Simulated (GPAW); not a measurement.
# GaN (Fm-3m) in GPAW: a series of runs, part 2 of 2

GPAW 26.7.0. The steps go on from the part before.

### Step 3. G0W0 quasiparticle levels, AM05

The input, run.py:

```python
import json
import numpy as np
from ase.dft.bandgap import bandgap
from ase.io import read, write
from gpaw import GPAW, PW, setup_paths
from gpaw.response.g0w0 import G0W0

setup_paths.insert(0, '.')

atoms = read('POSCAR')

calc = GPAW(mode=PW(550),
            xc='AM05',
            kpts={'size': (6, 6, 6), 'gamma': True},
            occupations={'name': 'fermi-dirac', 'width': 0.001},
            nbands=11,
            convergence={'density': 1e-06},
            maxiter=150,
            txt='gpaw.txt')
atoms.calc = calc
energy = atoms.get_potential_energy()
calc.write('gs.gpw')
write('result.traj', atoms)
print(f'Energy: {energy:.6f} eV')
print('Fermi level:', round(calc.get_fermi_level(), 4), 'eV')
print(f'Gap: {bandgap(calc)[0]:.4f} eV, direct: {bandgap(calc, direct=True)[0]:.4f} eV')

calc.diagonalize_full_hamiltonian(nbands=48)
calc.write('full.gpw', mode='all')

ibz = calc.get_ibz_k_points()
gap, vbm, cbm = bandgap(calc, output=None)
gap, direct, _ = bandgap(calc, direct=True, output=None)
gamma = int(np.abs(ibz).sum(1).argmin())
kpts = sorted({gamma, vbm[1], cbm[1], direct[1]})
gw = G0W0(calc='full.gpw',
          filename='gw',
          ecut=100,
          ecut_extrapolation=True,
          relbands=(-2, 2),
          kpts=kpts,
          integrate_gamma='WS',
          ppa=True)
gw.calculate()
results = {mode: {key: np.asarray(r[key]).tolist() for key in ['f', 'eps', 'vxc', 'exx', 'sigma', 'Z', 'qp', 'sigma_eskn']}
           for mode, r in gw.all_results.items()}
json.dump({'kpts': ibz[kpts].tolist(), 'results': results}, open('gw.json', 'w'))
for mode, r in results.items():
    f, qp = np.array(r['f']), np.array(r['qp'])
    print(mode, 'quasiparticle energies (eV):')
    print(qp.round(3))
    print(mode, 'gap:', round(qp[f < 0.5].min() - qp[f > 0.5].max(), 4), 'eV')
```

The input, POSCAR:

```
GaN
1.0
    0.0000000000      2.1352350000      2.1352350000
    2.1352350000      0.0000000000      2.1352350000
    2.1352350000      2.1352350000      0.0000000000
Ga N
1 1
Direct
    0.0000000000      0.0000000000      0.0000000000
    0.5000000000      0.5000000000      0.5000000000
```

Potentials or basis: PAW data sets generated in the run's folder for this functional, pw.

Command:

```
> gpaw-setup -x -f AM05 Ga N
> OMP_NUM_THREADS=1 python run.py
```

gpaw.txt:

```text
__  _  _
 | _ |_)|_||  |
 |__||  | ||/\| - 26.7.0

Input parameters:
  mode=PW(ecut=550.0),
  convergence={'density': 1e-06},
  kpts=MonkhorstPack(size=(6, 6, 6), gamma=True),
  maxiter=150,
  nbands=11,
  occupations=Occupations(name='fermi-dirac', width=0.001),
  xc=XC(name='AM05')

Diagonalizing LCAO Hamiltonian
Converting LCAO to pw mode

              N

       Ga

Atoms  # Å, Bohr magnetons
|   | symbol |        x |        y |        z |    initial magnetic moments |
|---|--------|----------|----------|----------|-----------------------------|
| 0 |     Ga | 0.000000 | 0.000000 | 0.000000 | ( 0.0000,  0.0000,  0.0000) |
| 1 |      N | 2.135235 | 2.135235 | 2.135235 | ( 0.0000,  0.0000,  0.0000) |

Unit cell  # Å
| periodic |        x |        y |        z |  lengths |    angles |
|----------|----------|----------|----------|----------|-----------|
|      yes | 0.000000 | 2.135235 | 2.135235 | 3.019678 | 60.000000 |
|      yes | 2.135235 | 0.000000 | 2.135235 | 3.019678 | 60.000000 |
|      yes | 2.135235 | 2.135235 | 0.000000 | 3.019678 | 60.000000 |

Number of symmetries: 48
Symmetry operations  # r_c * U_cc + t_c -> r_c
|    | kind |            matrix            |
|----|------|------------------------------|
|  0 |  σ   |  1, 0, 0,  1, 0,-1,  1,-1, 0 |
|  1 |  C2  |  1, 0, 0,  1,-1, 0,  1, 0,-1 |
|  2 |  E   |  1, 0, 0,  0, 1, 0,  0, 0, 1 |
|  3 |  σ   |  1, 0, 0,  0, 0, 1,  0, 1, 0 |
|  4 |  C4  |  1, 0,-1,  1, 0, 0,  1,-1, 0 |
|  5 |  S6  |  1, 0,-1,  1,-1, 0,  1, 0, 0 |
|  6 |  σ   |  1, 0,-1,  0, 1,-1,  0, 0,-1 |
|  7 |  C3  |  1, 0,-1,  0, 0,-1,  0, 1,-1 |
|  8 |  S6  |  1,-1, 0,  1, 0, 0,  1, 0,-1 |
|  9 |  C4  |  1,-1, 0,  1, 0,-1,  1, 0, 0 |
| 10 |  C3  |  1,-1, 0,  0,-1, 1,  0,-1, 0 |
| 11 |  σ   |  1,-1, 0,  0,-1, 0,  0,-1, 1 |
| 12 |  σ   |  0, 1, 0,  1, 0, 0,  0, 0, 1 |
| 13 |  C4  |  0, 1, 0,  0, 1,-1, -1, 1, 0 |
| 14 |  C3  |  0, 1, 0,  0, 0, 1,  1, 0, 0 |
| 15 |  S6  |  0, 1, 0, -1, 1, 0,  0, 1,-1 |
| 16 |  C2  |  0, 1,-1,  1, 0,-1,  0, 0,-1 |
| 17 |  σ   |  0, 1,-1,  0, 1, 0, -1, 1, 0 |
| 18 |  S4  |  0, 1,-1,  0, 0,-1,  1, 0,-1 |
| 19 |  C4  |  0, 1,-1, -1, 1, 0,  0, 1, 0 |
| 20 |  C3  |  0, 0, 1,  1, 0, 0,  0, 1, 0 |
| 21 |  σ   |  0, 0, 1,  0, 1, 0,  1, 0, 0 |
| 22 |  S6  |  0, 0, 1,  0,-1, 1, -1, 0, 1 |
| 23 |  C4  |  0, 0, 1, -1, 0, 1,  0,-1, 1 |
| 24 |  S4  |  0, 0,-1,  1, 0,-1,  0, 1,-1 |
| 25 |  C3  |  0, 0,-1,  0, 1,-1,  1, 0,-1 |
| 26 |  C2  |  0, 0,-1,  0,-1, 0, -1, 0, 0 |
| 27 |  S6  |  0, 0,-1, -1, 0, 0,  0,-1, 0 |
| 28 |  S4  |  0,-1, 1,  1,-1, 0,  0,-1, 0 |
| 29 |  C4  |  0,-1, 1,  0, 0, 1, -1, 0, 1 |
| 30 |  C2  |  0,-1, 1,  0,-1, 0,  1,-1, 0 |
| 31 |  σ   |  0,-1, 1, -1, 0, 1,  0, 0, 1 |
| 32 |  C3  |  0,-1, 0,  1,-1, 0,  0,-1, 1 |
| 33 |  S6  |  0,-1, 0,  0, 0,-1, -1, 0, 0 |
| 34 |  S4  |  0,-1, 0,  0,-1, 1,  1,-1, 0 |
| 35 |  C2  |  0,-1, 0, -1, 0, 0,  0, 0,-1 |
| 36 |  C2  | -1, 1, 0,  0, 1, 0,  0, 1,-1 |
| 37 |  S6  | -1, 1, 0,  0, 1,-1,  0, 1, 0 |
| 38 |  S4  | -1, 1, 0, -1, 0, 1, -1, 0, 0 |
| 39 |  C3  | -1, 1, 0, -1, 0, 0, -1, 0, 1 |
| 40 |  S6  | -1, 0, 1,  0, 0, 1,  0,-1, 1 |
| 41 |  C2  | -1, 0, 1,  0,-1, 1,  0, 0, 1 |
| 42 |  C3  | -1, 0, 1, -1, 1, 0, -1, 0, 0 |
| 43 |  S4  | -1, 0, 1, -1, 0, 0, -1, 1, 0 |
| 44 |  C2  | -1, 0, 0,  0, 0,-1,  0,-1, 0 |
| 45 |  i   | -1, 0, 0,  0,-1, 0,  0, 0,-1 |
| 46 |  σ   | -1, 0, 0, -1, 1, 0, -1, 0, 1 |
| 47 |  C2  | -1, 0, 0, -1, 0, 1, -1, 1, 0 |

BZ-sampling:
  Number of BZ points: 216
  Number of IBZ points: 16

  Monkhorst-Pack size: [6, 6, 6]
  Monkhorst-Pack shift: [0.08333333333333333, 0.08333333333333333, 0.08333333333333333]

K-points  # in reciprocal-cell coordinates
|     |                                coordinates |     weight |
|-----|--------------------------------------------|------------|
|   0 | (  0.00000000,   0.00000000,   0.00000000) | 0.00462963 |
|   1 | (  0.16666667,   0.16666667,   0.00000000) | 0.02777778 |
|   2 | (  0.16666667,   0.16666667,   0.16666667) | 0.03703704 |
|   3 | (  0.33333333,   0.16666667,   0.16666667) | 0.05555556 |
|   4 | (  0.33333333,   0.33333333,  -0.33333333) | 0.05555556 |
|   5 | (  0.33333333,   0.33333333,   0.00000000) | 0.02777778 |
|   6 | (  0.33333333,   0.33333333,   0.16666667) | 0.11111111 |
|   7 | (  0.33333333,   0.33333333,   0.33333333) | 0.03703704 |
|   8 | (  0.50000000,   0.33333333,  -0.33333333) | 0.11111111 |
|   9 | (  0.50000000,   0.33333333,  -0.16666667) | 0.05555556 |
| ... |                                            |            |
|  15 | (  0.50000000,   0.50000000,   0.50000000) | 0.01851852 |

Plane wave coefficients: 588
Cutoff: 550.0 eV

Spin-components: 1 (collinear spins)
Bands:           11
Projectors:      10
Spin-degeneracy: 2
Datatype:        complex128

Parallelization:
  kpt:    1
  domain: 1
  band:   1

Density:
  Valence electrons: 8.0
  Components: 1
  Grid points: [18 18 18]
  Charge: 0.0  # |e|

Potential:
  Grid points: [18 18 18]

species:
  Ga:
    name:    Gallium
    Z:       31.0
    valence: 3
    core:    28
    charge:  0.0  # [|e|]
    compensation charges:
      type: gauss
      rc: 0.37  # [Å]
      lmax: 2
    cutoffs:
      filter: 2.06  # [Å]
      core: 4.17  # [Å]
    projectors
    | kind |    occ | energy [eV] | rcut [Å] |
    |------|--------|-------------|----------|
    |   4s |  2.000 |      -8.914 |    1.164 |
    |   4p |  1.000 |      -2.533 |    1.164 |
    |    s |        |      18.298 |    1.164 |
    |    p |        |      24.678 |    1.164 |
    |    d |        |       0.000 |    1.164 |

    Using partial waves for Ga as LCAO basis

  N:
    name:    Nitrogen
    Z:       7.0
    valence: 5
    core:    2
    charge:  0.0  # [|e|]
    compensation charges:
      type: gauss
      rc: 0.18  # [Å]
      lmax: 2
    cutoffs:
      filter: 1.11  # [Å]
      core: 0.96  # [Å]
    projectors
    | kind |    occ | energy [eV] | rcut [Å] |
    |------|--------|-------------|----------|
    |   2s |  2.000 |     -18.394 |    0.603 |
    |   2p |  3.000 |      -7.016 |    0.529 |
    |    s |        |       8.817 |    0.603 |
    |    p |        |      20.196 |    0.529 |
    |    d |        |       0.000 |    0.577 |

    Using partial waves for N as LCAO basis

Reference energy: -54285.262810  # eV

eigensolver:
  PPCG
  Converge bands: occupied
  niter=2

density mixing:
  MSR1-Mixer
  Pratt-step length: 0.05
  Maximum mixing coefficient: 0.75
  Old densities: 10
  SVD Regularization: 0.005
  Good broyden scale: 1.0
  Trust region scale: 1.0
  Backstep threshold: 4.0
  History deletion threshold: 6.0
  Fourier metric: weight=20.0, sigma=0.015

occupation numbers:
  Fermi-Dirac:
    width: 0.0010  # eV

poisson solver:
  ecut: 4400.0  # eV

xc functional:
  name: AM05 with 2 nearest neighbor stencil

convergence criteria:
- Maximum integral of absolute [dens]ity change: 1e-06 electrons / valence electron
- Maximum [total energy] change in last 3 cyles: 0.0005 eV / valence electron
- Maximum integral of absolute [eigenst]ate change: 4e-08 eV^2 / valence electron
maximum number of iterations: 150

SCF iterations
|iter     | |      energy | eigst |  dens |
|---------|-|-------------|-------|-------|
|iter:   1| |  -13.017913 | -0.28 |       |
|iter:   2| |  -12.647605 | -2.17 | -0.61 |
|iter:   3| |  -11.579660 | -0.96 | -0.67 |
|iter:   4| |  -11.572460 | -3.44 | -1.35 |
|iter:   5| |  -11.571198 | -3.78 | -1.66 |
|iter:   6| |  -11.571221c| -5.81 | -2.86 |
|iter:   7| |  -11.571228c| -6.24 | -3.22 |
|iter:   8| |  -11.571228c| -8.03c| -4.43 |
|iter:   9| |  -11.571228c| -8.27c| -4.97 |
|iter:  10| |  -11.571228c| -9.35c| -5.85 |
|iter:  11| |  -11.571228c|-10.37c| -6.53c|

Converged in 11 steps
Energy contributions relative to reference atoms: (reference = -54285.262810)

Energy contributions:
  Kinetic:          18.034067
  Coulomb:         -13.889380
  Zero:              0.013757
  External:          0.000000
  Xc:              -15.729672
  Entropy:          -0.000000
  Spinorbit:         0.000000
  ----------------------------
  Free energy:     -11.571228
  Extrapolated:    -11.571228

dipole moment: (-10.746121, -10.746121, -10.746121)  # |e|*Ang

Fermi level: 8.851
Eigenvalues  # (at kpt = [0.000, 0.000, 0.000])
| band index |      eig [eV] | occ [0-2] |
|------------|---------------|-----------|
|          0 |        -8.212 |     2.000 |
|          1 |         8.415 |     2.000 |
|          2 |         8.415 |     2.000 |
|          3 |         8.416 |     2.000 |
|          4 |        10.702 |     0.000 |
|          5 |        22.524 |     0.000 |
|          6 |        22.524 |     0.000 |
|          7 |        22.524 |     0.000 |
|          8 |        24.123 |     0.000 |
|          9 |        24.123 |     0.000 |
|         10 |        24.123 |     0.000 |

Gap: 0.324 eV
Transition (v -> c):
  (s=0, k=3, n=3, [0.33, 0.17, 0.17]) -> (s=0, k=12, n=4, [0.50, 0.50, 0.00])
Direct/indirect transitions are different
Direct gap: 2.286 eV
Transition at: (s=0, k=0, n=3, [0.00, 0.00, 0.00])
# Writing to gs.gpw (mode='')

Matrix size: 588x588
# Writing to full.gpw (mode='all')
```

Wall time 1.8 min (1 thread of AMD EPYC 7B13 (Zen 3), shared host); peak memory 0.32 GiB.

What came out:

```yaml
Free_energy: -11.5712 eV
Band_gap_on_the_k_mesh_mean-field_level: 0.32 eV, indirect (least direct gap 2.29 eV)
Quasiparticle_gap: 1.67 eV
Least_direct_quasiparticle_gap: 3.48 eV
```

Caveat: the k mesh is coarse (spacing up to 0.42 Å⁻¹), so the values aren't converged; the extrapolation in the response cutoff is poor; the quasiparticle gap is taken among the few k points that were corrected; the long-wavelength limit can be off by a per cent or two. A k mesh can miss the band edges.
